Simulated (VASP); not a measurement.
# ScAl3N4 (Cmc2_1) in VASP: further runs

The runs below take ScAl3N4 through relaxation of cell and atoms, with PBE, PBEsol.

Program: VASP 6.6.1. These are calculated values, not measurements. Logs are shortened: lines on timing, memory, paths and dates and some standing lists are left out, and cuts for length are marked.

## 1. The crystal as given

Symmetry: Cmc2_1, No. 36, orthorhombic system. The conventional cell has a = 6.374 Å, b = 11.040 Å, c = 4.957 Å, α = 90.00°, β = 90.00°, γ = 90.00°. Al (site symmetry 1) is surrounded by 4 N at 1.89 to 1.93 Å. Al (site symmetry m) is surrounded by 4 N at 1.89 to 1.93 Å. Around Sc (site symmetry m) lie 4 N at 1.89 to 1.93 Å. N (site symmetry 1) is surrounded by 3 Al at 1.89 to 1.93 Å and 1 Sc at 1.93 Å. N (site symmetry m) is surrounded by 2 Sc at 1.89 to 1.93 Å and 2 Al at 1.93 Å. Around N (site symmetry m) lie 4 Al at 1.89 to 1.93 Å.

The cell comes from a database or a generator and needn't be the stable form of this composition.

## 2. Relaxation of cell and atoms, PBE

Contents of INCAR:

```
  PREC = Accurate
  ENCUT = 520
  EDIFF = 1E-7
  ISMEAR = 0
  SIGMA = 0.03
  LREAL = False
  LASPH = True
  NELM = 80
  ALGO = Normal
  ISIF = 3
  LWAVE = False
  LCHARG = False
  GGA = PE
  IBRION = 2
  NSW = 40
  EDIFFG = -0.005
```

Contents of KPOINTS:

```
Automatic mesh
0
Gamma
  4 4 5
```

Contents of POSCAR:

```
ScAl3N4
1.0
    6.3740000000      0.0000000000      0.0000000000
   -3.1870000000      5.5200459237      0.0000000000
    0.0000000000      0.0000000000      4.9570000000
Al Sc N
6 2 8
Direct
    0.1666666667      0.3333333333      0.0000000000
    0.1666666667      0.8333333333      0.0000000000
    0.6666666667      0.8333333333      0.0000000000
    0.3333333333      0.6666666667      0.5000000000
    0.8333333333      0.1666666667      0.5000000000
    0.8333333333      0.6666666667      0.5000000000
    0.6666666667      0.3333333333      0.0000000000
    0.3333333333      0.1666666667      0.5000000000
    0.1666666667      0.3333333333      0.3820000000
    0.1666666667      0.8333333333      0.3820000000
    0.6666666667      0.3333333333      0.3820000000
    0.6666666667      0.8333333333      0.3820000000
    0.3333333333      0.1666666667      0.8820000000
    0.3333333333      0.6666666667      0.8820000000
    0.8333333333      0.1666666667      0.8820000000
    0.8333333333      0.6666666667      0.8820000000
```

Potentials or basis: VASP PAW PBE potentials, release 64 (Al, Sc_sv, N).

Command:

```sh
> cat potpaw_PBE.64/Al/POTCAR potpaw_PBE.64/Sc_sv/POTCAR potpaw_PBE.64/N/POTCAR > POTCAR
> mpirun -np 1 vasp_std > vasp.out
```

OUTCAR:

```text
PREC = Accurate
   ENCUT = 520
   EDIFF = 1E-7
   ISMEAR = 0
   LREAL = False
   LASPH = True
   NELM = 80
   ISIF = 3
   GGA = PE
   IBRION = 2
   NSW = 40
   EDIFFG = -0.005

 ion  position               nearest neighbor table
   1  0.167  0.333  0.000-   9 1.89  13 1.93  14 1.93  15 1.93   8 3.09   8 3.09   4 3.09   4 3.09
                             5 3.09   5 3.09   2 3.19   3 3.19   2 3.19   3 3.19   7 3.19   7 3.19
   2  0.167  0.833  0.000-  10 1.89  14 1.93  13 1.93  16 1.93   4 3.09   4 3.09   8 3.09   8 3.09
                             6 3.09   6 3.09   1 3.19   7 3.19   1 3.19   7 3.19   3 3.19   3 3.19
   3  0.667  0.833  0.000-  12 1.89  16 1.93  15 1.93  14 1.93   6 3.09   6 3.09   5 3.09   5 3.09
                             4 3.09   4 3.09   7 3.19   1 3.19   7 3.19   1 3.19   2 3.19   2 3.19
   4  0.333  0.667  0.500-  14 1.89  10 1.93   9 1.93  12 1.93   2 3.09   2 3.09   1 3.09   1 3.09
                             3 3.09   3 3.09   8 3.19   5 3.19   8 3.19   5 3.19   6 3.19   6 3.19
   5  0.833  0.167  0.500-  15 1.89  11 1.93  12 1.93   9 1.93   7 3.09   7 3.09   3 3.09   3 3.09
                             1 3.09   1 3.09   4 3.19   6 3.19   6 3.19   4 3.19   8 3.19   8 3.19
   6  0.833  0.667  0.500-  16 1.89  12 1.93  11 1.93  10 1.93   3 3.09   3 3.09   7 3.09   7 3.09
                             2 3.09   2 3.09   8 3.19   5 3.19   5 3.19   8 3.19   4 3.19   4 3.19
   7  0.667  0.333  0.000-  11 1.89  15 1.93  16 1.93  13 1.93   5 3.09   5 3.09   6 3.09   6 3.09
                             8 3.09   8 3.09   2 3.19   3 3.19   3 3.19   2 3.19   1 3.19   1 3.19
   8  0.333  0.167  0.500-  13 1.89   9 1.93  10 1.93  11 1.93   1 3.09   1 3.09   2 3.09   2 3.09
                             7 3.09   7 3.09   4 3.19   6 3.19   4 3.19   6 3.19   5 3.19   5 3.19
   9  0.167  0.333  0.382-   1 1.89   8 1.93   4 1.93   5 1.93
  10  0.167  0.833  0.382-   2 1.89   4 1.93   8 1.93   6 1.93
  11  0.667  0.333  0.382-   7 1.89   5 1.93   6 1.93   8 1.93
  12  0.667  0.833  0.382-   3 1.89   6 1.93   5 1.93   4 1.93
  13  0.333  0.167  0.882-   8 1.89   1 1.93   2 1.93   7 1.93
  14  0.333  0.667  0.882-   4 1.89   2 1.93   1 1.93   3 1.93
  15  0.833  0.167  0.882-   5 1.89   7 1.93   3 1.93   1 1.93
  16  0.833  0.667  0.882-   6 1.89   3 1.93   7 1.93   2 1.93

  LATTYP: Found a hexagonal cell.
 ALAT       =     6.3740000000
 C/A-ratio  =     0.7776906181

  Lattice vectors:

 A1 = (   6.3740000000,   0.0000000000,   0.0000000000)
 A2 = (  -3.1870000000,   5.5200459237,   0.0000000000)
 A3 = (   0.0000000000,   0.0000000000,   4.9570000000)

Analysis of symmetry for initial positions (statically):
=====================================================================
 Subroutine PRICEL returns:
 Original cell was already a primitive cell.

 Routine SETGRP: Setting up the symmetry group for a
 hexagonal supercell.

 Subroutine GETGRP returns: Found  4 space group operations
 (whereof  2 operations were pure point group operations)
 out of a pool of 24 trial point group operations.

The static configuration has the point symmetry C_1h.
 The point group associated with its full space group is C_2v.

Analysis of symmetry for dynamics (positions and initial velocities):
=====================================================================
 Subroutine PRICEL returns:
 Original cell was already a primitive cell.

 Routine SETGRP: Setting up the symmetry group for a
 hexagonal supercell.

 Subroutine GETGRP returns: Found  4 space group operations
 (whereof  2 operations were pure point group operations)
 out of a pool of 24 trial point group operations.

The dynamic configuration has the point symmetry C_1h.
 The point group associated with its full space group is C_2v.

 Subroutine INISYM returns: Found  4 space group operations
 (whereof  2 operations are pure point group operations),
 and found     1 'primitive' translations

----------------------------------------------------------------------------------------

                                     Primitive cell

  volume of cell :     174.4109

  direct lattice vectors                    reciprocal lattice vectors
     6.374000000  0.000000000  0.000000000     0.156887355  0.090578957  0.000000000
    -3.187000000  5.520045924  0.000000000     0.000000000  0.181157913  0.000000000
     0.000000000  0.000000000  4.957000000     0.000000000  0.000000000  0.201734920

  length of vectors
     6.374000000  6.374000000  4.957000000     0.181157913  0.181157913  0.201734920

  position of ions in fractional coordinates (direct lattice)
     0.166666667  0.333333333  0.000000000
     0.166666667  0.833333333  0.000000000
     0.666666667  0.833333333  0.000000000
     0.333333333  0.666666667  0.500000000
[... 42 lines left out ...]
  Cartesian coordinates                     Fractional coordinates (reciprocal lattice)
     0.039221839  0.022644739  0.000000000     0.250000000  0.000000000  0.000000000
     0.000000000  0.045289478  0.000000000     0.000000000  0.250000000  0.000000000
     0.000000000  0.000000000  0.040346984     0.000000000  0.000000000  0.200000000

  Length of vectors
     0.045289478  0.045289478  0.040346984

  Shift w.r.t. Gamma in fractional coordinates (k-lattice)
     0.000000000  0.000000000  0.000000000

 Subroutine IBZKPT returns following result:
 ===========================================

 Found     21 irreducible k-points:

 Following reciprocal coordinates:
            Coordinates               Weight
  0.000000  0.000000  0.000000      1.000000
  0.250000  0.000000  0.000000      2.000000
  0.000000  0.250000  0.000000      4.000000
  0.500000  0.000000  0.000000      1.000000
  0.000000  0.500000  0.000000      2.000000
  0.250000  0.250000  0.000000      4.000000
[... 13 lines left out ...]
  0.250000  0.250000  0.400000      8.000000
 -0.250000  0.500000  0.400000      4.000000
   k-points           NKPTS =     21   k-points in BZ     NKDIM =     21   number of bands    NBANDS=     49
   number of dos      NEDOS =    301   number of ions     NIONS =     16
   total plane-waves  NPLWV =  92160
   dimension x,y,z NGX =    48 NGY =   48 NGZ =   40
   dimension x,y,z NGXF=    96 NGYF=   96 NGZF=   80
   ions per type =               6   2   8
   NGX,Y,Z   is equivalent  to a cutoff of  12.52, 12.52, 13.42 a.u.
   NGXF,Y,Z  is equivalent  to a cutoff of  25.04, 25.04, 26.83 a.u.
 SYSTEM =  unknown system
   PREC   = accura    normal or accurate (medium, high low for compatibility)
   ISTART =      0    job   : 0-new  1-cont  2-samecut
   ICHARG =      2    charge: 1-file 2-atom 10-const
   ISPIN  =      1    spin polarized calculation?
   LNONCOLLINEAR =      F non collinear calculations
   LSORBIT =      F    spin-orbit coupling
   LASPH  =      T    aspherical Exc in radial PAW
   ENCUT  =  520.0 eV  38.22 Ry    6.18 a.u.  11.85 11.85  9.22*2*pi/ulx,y,z
   NELM   =     80;   NELMIN=  2; NELMDL= -5     # of ELM steps
   EDIFF  = 0.1E-06   stopping-criterion for ELM
   LREAL  =      F    real-space projection
   EDIFFG = -.5E-02   stopping-criterion for IOM
   NSW    =     40    number of steps for IOM
   IBRION =      2    ionic relax: 0-MD 1-quasi-New 2-CG
   NFREE  =      1    steps in history (QN), initial steepest desc. (CG)
   ISIF   =      3    stress and relaxation
   ISYM   =      2    0-nonsym 1-usesym 2-fastsym
   POTIM  = 0.5000    time-step for ionic-motion
   TEBEG  =    0.0;   TEEND  =   0.0 temperature during run
   PSTRESS=    0.0 pullay stress
   NELECT =      80.0000    total number of electrons
   NUPDOWN=      -1.0000    fix difference up-down
   EMIN   =  10.00;   EMAX   =-10.00  energy-range for DOS
   EFERMI =   0.00;   METHOD = LEGACY
   ISMEAR =     0;   SIGMA  =   0.03  broadening in eV -4-tet -1-fermi 0-gaus
   EFERMI_NEDOS =   21; number of points for ismear=-14 and -15
   IALGO  =     38    algorithm
   IMIX   =      4    mixing-type and parameters
     AMIX     =   0.40;   BMIX     =  1.00
     AMIX_MAG =   1.60;   BMIX_MAG =  1.00
  volume/ion in A,a.u.               =      10.90        73.56
  Fermi-wavevector in a.u.,A,eV,Ry     =   1.262545  2.385864 21.687964  1.594020
  Thomas-Fermi vector in A             =   2.395948
   LORBIT       =      0    0 simple, 1 ext, 2 COOP (PROOUT), +10 PAW based schemes
   GGA     = PE    functional components
   LHFCALC =     F    Hartree Fock is set to
   AEXX    =    0.0000 exact exchange contribution
   IVDW    =     0    specifies the selected vdW correction
   LEPSILON=     F    determine dielectric tensor
   LRPA    =     F    only Hartree local field effects (RPA)
 conjugate gradient relaxation of ions
 non-spin polarized calculation
 Gauss-broadening in eV      SIGMA  =   0.03
  energy-cutoff  :      520.00
  volume of cell :      174.41
 maximum number of plane-waves:      4724
   NGX = 23   NGY = 23   NGZ = 19

--------------------------------------- Ionic step        1  -------------------------------------------

 number of electron      80.0000007 magnetization

 Free energy of the ion-electron system (eV)
  ---------------------------------------------------
  ext. energy  EPLUGINS =         0.00000000
  ---------------------------------------------------
  free energy    TOTEN  =      -122.18684589 eV

  energy without entropy =     -122.18684589  energy(sigma->0) =     -122.18684589

------------------------ aborting loop because EDIFF is reached ----------------------------------------

  FORCE on cell =-STRESS in cart. coord.  units (eV):
  Direction    XX          YY          ZZ          XY          YZ          ZX
  --------------------------------------------------------------------------------------
  -------------------------------------------------------------------------------------
  Total       13.6501317     13.6531180     21.2019622     -0.0025862      0.0000000      0.0000000
  in kB      125.3931339    125.4205666    194.7659211     -0.0237575      0.0000000      0.0000000
  external PRESSURE =     148.5265405 kB  Pullay stress =       0.0000000 kB
[... 131 lines left out ...]
  FREE ENERGIE OF THE ION-ELECTRON SYSTEM (eV)
  ---------------------------------------------------
  free  energy   TOTEN  =      -124.0266688560 eV

  energy  without entropy=     -124.0266688560  energy(sigma->0) =     -124.02666886

[... ionic steps 4 to 17 ...]

--------------------------------------- Ionic step       18  -------------------------------------------

 number of electron      80.0000005 magnetization

------------------------ aborting loop because EDIFF is reached ----------------------------------------
[... 95 lines left out ...]
--------------------------------------- Ionic step       20  -------------------------------------------

 number of electron      80.0000005 magnetization

 Free energy of the ion-electron system (eV)
  ---------------------------------------------------
  ext. energy  EPLUGINS =         0.00000000
  ---------------------------------------------------
  free energy    TOTEN  =      -124.24563322 eV

  energy without entropy =     -124.24563322  energy(sigma->0) =     -124.24563322

 E-fermi :   5.0774     XC(G=0): -10.7503

 val. band max:        4.9254484760   @ k =   0.0000   0.0000   0.0000
 cond. band min:       8.6075979117   @ k =   0.2500   0.2500   0.0000
 fundamental gap:      3.6821494356
 Fermi energy:         5.0774014866

 k-point     1 :       0.0000    0.0000    0.0000
  band No.  band energies     occupation
      1     -41.9882      2.00000
      2     -41.9593      2.00000
      3     -20.8306      2.00000
      4     -20.7955      2.00000
      5     -20.7609      2.00000
      6     -20.7316      2.00000
[... 1124 lines left out ...]
  FREE ENERGIE OF THE ION-ELECTRON SYSTEM (eV)
  ---------------------------------------------------
  free  energy   TOTEN  =      -124.2456332190 eV

  energy  without entropy=     -124.2456332190  energy(sigma->0) =     -124.24563322

 reached required accuracy - stopping structural energy minimisation
```

It took 71 min on 1 thread of Intel Xeon Platinum 8375C at 2.90GHz (Ice Lake), shared host; peak memory 0.38 GiB.

What came out:

```
Free energy                            : -124.2456 eV
Relaxed volume                         : 11.52 Å³/atom
Relaxed cell                           : a = 6.480 Å, b = 6.508 Å, c = 5.053 Å, α = 90.00°, β = 90.00°, γ = 120.14°
Space group after relaxing (to 0.05 Å) : Cmc2_1 (No. 36)
Energy gained by relaxing              : 128.7 meV/atom
Ionic steps                            : 20
Pressure after relaxing                : 0.0 GPa
Largest force after relaxing           : 0.005 eV/Å
Band gap on the k mesh                 : 3.68 eV, indirect (least direct gap 3.71 eV)
```

Forces in eV/Å, atoms in the order of the input:
```
Al  -0.001  0.000 -0.002
Al   0.000 -0.001 -0.002
Al   0.000  0.000 -0.001
Al   0.000  0.000 -0.001
Al   0.001  0.000 -0.002
Al   0.000  0.001 -0.002
Sc  -0.003 -0.002  0.003
Sc   0.003  0.002  0.003
N   -0.001  0.000 -0.001
N   -0.001 -0.001 -0.001
N   -0.001  0.000  0.001
N    0.000  0.000  0.001
N    0.001  0.000  0.001
N    0.000  0.000  0.001
N    0.001  0.000 -0.001
N    0.001  0.001 -0.001
```

Step by step:
| step | energy change (eV) | largest force (eV/Å) | pressure (GPa) | volume (Å³) |
| --- | --- | --- | --- | --- |
| 1 | 0.0000 | 4.4758 | 14.85 | 174.41 |
| 2 | -1.0447 | 1.2386 | -13.03 | 201.15 |
| 3 | -1.8398 | 0.6836 | -4.07 | 189.44 |
| 4 | -1.8405 | 0.6806 | -3.77 | 189.13 |
| 5 | -2.0287 | 0.3923 | 0.74 | 183.81 |
| 6 | -2.0287 | 0.3942 | 0.77 | 183.77 |
| 7 | -2.0471 | 0.2099 | -0.13 | 184.55 |
| 8 | -2.0479 | 0.1642 | -0.35 | 184.75 |
| 9 | -2.0547 | 0.0855 | -0.03 | 184.36 |
| 10 | -2.0554 | 0.1052 | 0.11 | 184.19 |
| 11 | -2.0579 | 0.0407 | 0.00 | 184.25 |
| 12 | -2.0580 | 0.0365 | -0.02 | 184.27 |
| 13 | -2.0585 | 0.0253 | 0.01 | 184.23 |
| 14 | -2.0585 | 0.0252 | 0.01 | 184.23 |
| 15 | -2.0587 | 0.0153 | 0.01 | 184.24 |
| 16 | -2.0587 | 0.0176 | 0.00 | 184.24 |
| 17 | -2.0588 | 0.0073 | 0.00 | 184.26 |
| 18 | -2.0588 | 0.0067 | 0.00 | 184.26 |
| 19 | -2.0588 | 0.0068 | 0.00 | 184.26 |
| 20 | -2.0588 | 0.0048 | 0.00 | 184.26 |

Final structure:
```xyz
16
Lattice="6.4797 -0.0164 0.0000 -3.2540 5.6361 0.0000 0.0000 0.0000 5.0527" Properties=species:S:1:pos:R:3 pbc="T T T"
Al   -0.0246    1.8894    5.0502
Al   -1.6301    4.6702    5.0502
Al    1.6235    4.6947    5.0302
Al   -0.0248    3.7431    2.5038
Al    4.8772    0.9123    2.5239
Al    3.2287    3.7676    2.5239
Sc    3.2889    1.8988    5.0076
Sc    1.5638    0.9029    2.4813
N    -0.1237    1.9453    1.8943
N    -1.6312    4.5563    1.8943
N     3.3131    1.9128    2.0901
N     1.5996    4.6810    1.9141
N     1.5396    0.8889    4.6165
N    -0.0010    3.7569    4.4405
N     4.9764    0.8564    4.4207
N     3.2298    3.8815    4.4207
```

Caveat: an odd mesh through Γ misses points on the zone boundary, where band edges often lie.

## 3. Relaxation of cell and atoms, PBEsol

Edit INCAR of step 2 so:

```diff
@@ -12,3 +12,3 @@
   LCHARG = False
-  GGA = PE
+  GGA = PS
   IBRION = 2
```

KPOINTS is that of step 2.

POSCAR is that of step 2.

Potentials or basis: VASP PAW PBE potentials, release 64 (Al, Sc_sv, N).

Command:

```sh
> cat potpaw_PBE.64/Al/POTCAR potpaw_PBE.64/Sc_sv/POTCAR potpaw_PBE.64/N/POTCAR > POTCAR
> mpirun -np 1 vasp_std > vasp.out
```

It took 66 min on 1 thread of Intel Xeon Platinum 8375C at 2.90GHz (Ice Lake), shared host; peak memory 0.39 GiB.

Results (log left out):

```
Free energy                            : -130.4604 eV
Relaxed volume                         : 11.28 Å³/atom
Relaxed cell                           : a = 6.448 Å, b = 6.478 Å, c = 4.999 Å, α = 90.00°, β = 90.00°, γ = 120.15°
Space group after relaxing (to 0.05 Å) : Cmc2_1 (No. 36)
Energy gained by relaxing              : 109.3 meV/atom
Ionic steps                            : 19
Pressure after relaxing                : 0.0 GPa
Largest force after relaxing           : 0.004 eV/Å
Band gap on the k mesh                 : 3.59 eV, indirect (least direct gap 3.66 eV)
```

Forces on the atoms (eV/Å):
```
Al  -0.001  0.001  0.000
Al   0.000 -0.001  0.000
Al   0.002  0.001 -0.001
Al  -0.002 -0.001 -0.001
Al   0.001 -0.001  0.000
Al   0.000  0.001  0.000
Sc  -0.001 -0.001  0.004
Sc   0.001  0.001  0.004
N    0.000  0.001 -0.004
N    0.001  0.000 -0.004
N   -0.002 -0.001  0.001
N   -0.001 -0.001  0.002
N    0.002  0.001  0.001
N    0.001  0.001  0.002
N    0.000 -0.001 -0.004
N   -0.001  0.000 -0.004
```

The path:
| step | energy change (eV) | largest force (eV/Å) | pressure (GPa) | volume (Å³) |
| --- | --- | --- | --- | --- |
| 1 | 0.0000 | 4.2818 | 10.85 | 174.41 |
| 2 | -1.0104 | 1.1689 | -11.06 | 193.69 |
| 3 | -1.5257 | 0.6923 | -4.42 | 185.93 |
| 4 | -1.7137 | 0.4473 | 1.11 | 179.85 |
| 5 | -1.7155 | 0.4061 | 0.59 | 180.37 |
| 6 | -1.7347 | 0.2040 | -0.05 | 180.84 |
| 7 | -1.7355 | 0.1868 | -0.20 | 180.95 |
| 8 | -1.7437 | 0.0872 | -0.13 | 180.79 |
| 9 | -1.7445 | 0.1043 | -0.10 | 180.72 |
| 10 | -1.7477 | 0.0404 | 0.10 | 180.46 |
| 11 | -1.7477 | 0.0399 | 0.12 | 180.44 |
| 12 | -1.7482 | 0.0242 | -0.09 | 180.62 |
| 13 | -1.7482 | 0.0228 | -0.06 | 180.60 |
| 14 | -1.7483 | 0.0145 | 0.02 | 180.52 |
| 15 | -1.7484 | 0.0188 | 0.04 | 180.50 |
| 16 | -1.7484 | 0.0121 | -0.01 | 180.55 |
| 17 | -1.7484 | 0.0117 | -0.02 | 180.56 |
| 18 | -1.7485 | 0.0060 | 0.00 | 180.54 |
| 19 | -1.7485 | 0.0044 | 0.00 | 180.54 |

Final structure:
```
CELL_PARAMETERS angstrom
6.44818 -0.01710 0.00000
-3.23890 5.60994 0.00000
0.00000 0.00000 4.99867
ATOMIC_POSITIONS crystal
Al 0.16505 0.33606 0.99857
Al 0.16505 0.82899 0.99857
Al 0.66938 0.83469 0.99532
Al 0.33062 0.66531 0.49532
Al 0.83495 0.16394 0.49857
Al 0.83495 0.67101 0.49857
Sc 0.67767 0.33883 0.98938
Sc 0.32233 0.16117 0.48938
N 0.15476 0.34556 0.37622
N 0.15476 0.80920 0.37622
N 0.68243 0.34121 0.41362
N 0.66486 0.83243 0.38009
N 0.31757 0.15879 0.91362
N 0.33514 0.66757 0.88009
N 0.84524 0.15444 0.87622
N 0.84524 0.69080 0.87622
```

Levels at points of the mesh, in eV from the valence-band top:
| k point | band 38 | band 39 | band 40 | band 41 | band 42 | band 43 |
| --- | --- | --- | --- | --- | --- | --- |
| (0.00, 0.00, 0.00) | -0.43 | -0.24 | 0.00 | 3.74 | 3.91 | 3.98 |
| (0.50, 0.00, 0.00) | -0.24 | -0.21 | -0.14 | 3.62 | 4.28 | 4.43 |
| (0.00, 0.50, 0.00) | -0.25 | -0.17 | -0.08 | 3.83 | 4.19 | 4.53 |

Caveat: the PAW data sets were made with another functional, which shifts forces and pressure a little; an odd mesh through Γ misses points on the zone boundary, where band edges often lie.
